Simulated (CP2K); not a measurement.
Tc, 2 atoms in the cell. It takes space group P6_3/mmc (No. 194, hexagonal). The conventional cell has a = 2.740 Å, b = 2.740 Å, c = 4.398 Å, α = 90.00°, β = 90.00°, γ = 120.00°. Around Tc (site symmetry -6m2) lie 12 Tc at 2.71 to 2.74 Å. 

```yaml
Program: CP2K 2026.2
Task: band structure
Functional: AM05
Potentials_or_basis: POTENTIAL_UZH Tc GTH-PBE-q15; TZVP-MOLOPT-PBE-GTH basis
Density_cutoff: 9184 eV
k_mesh: 11 × 11 × 6
Occupations: fermi-dirac, width 0.05 eV
Spin: no spin polarisation
SCF_solver: diagonalisation with k points
Quickstep_method: GPW
EPS_DEFAULT: 1.0E-9
EPS_SCF: 1.0E-6
MAX_SCF: 100
SCF_GUESS: ATOMIC
k_points_reduced_by_the_point_group: yes
Mesh_centred_on_Gamma: yes
CHOLESKY: OFF
EPS_EIGVAL: 1.0E-7
MIXING_METHOD: BROYDEN_MIXING
MIXING_ALPHA: 0.4
NBUFFER: 8
NGRIDS: 5
Basis_sets: Tc TZVP-MOLOPT-PBE-GTH-q15
Potentials: Tc GTH-PBE-q15 of POTENTIAL_UZH
ADDED_MOS: "[16]"
Points_a_segment_of_the_path_NPOINTS: 6
Bands_added_on_the_path: 2
REL_CUTOFF_Ry: 60 Ry
MIXING_BETA_1/bohr: 1.5 1/bohr
CUTOFF_of_the_grids: 675 Ry
```

Potentials or basis: POTENTIAL_UZH Tc GTH-PBE-q15; TZVP-MOLOPT-PBE-GTH basis.

The run is started by

```console
$ OMP_NUM_THREADS=1 cp2k.psmp -i tc_bands.inp -o tc_bands.out
```

Hardware: 1 thread of Arm Neoverse V2 (shared host).

**Question.** How long does it take, and how much memory?

**Answer.** Run time: 100 s on 1 thread of Arm Neoverse V2, on a shared host, peak memory 0.41 GiB. Counts: scf iterations 11, k points 64, basis 70, bands 31, force evaluations 1.
